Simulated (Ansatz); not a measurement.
Ag:

```
CELL_PARAMETERS angstrom
0.00000 2.04275 2.04275
2.04275 0.00000 2.04275
2.04275 2.04275 0.00000
ATOMIC_POSITIONS crystal
Ag 0.00000 0.00000 0.00000
```

Base run:

- Program: Ansatz 0.2.0
- Functional: PBE
- Potentials or basis: all-electron LAPW, scalar-relativistic
- Cutoff: 240 eV
- Density cutoff: 961 eV
- Basis error allowed: 0.001 eV/atom
- k mesh: 11 × 11 × 11
- Occupations: gaussian, width 0.02 eV
- Spin: no spin polarisation

Its results: band gap on the k mesh none (metal or under the smearing width); pressure 4.3 GPa.

Question: The run is repeated on the same cell with these changes: functional from PBE to LDA. What comes out?

Answer: Band gap on the k mesh none (metal or under the smearing width); pressure -7.7 GPa.

LDA binds more tightly than PBE, so the same cell stands under less pressure.

Not every run made on this cell is shown here.
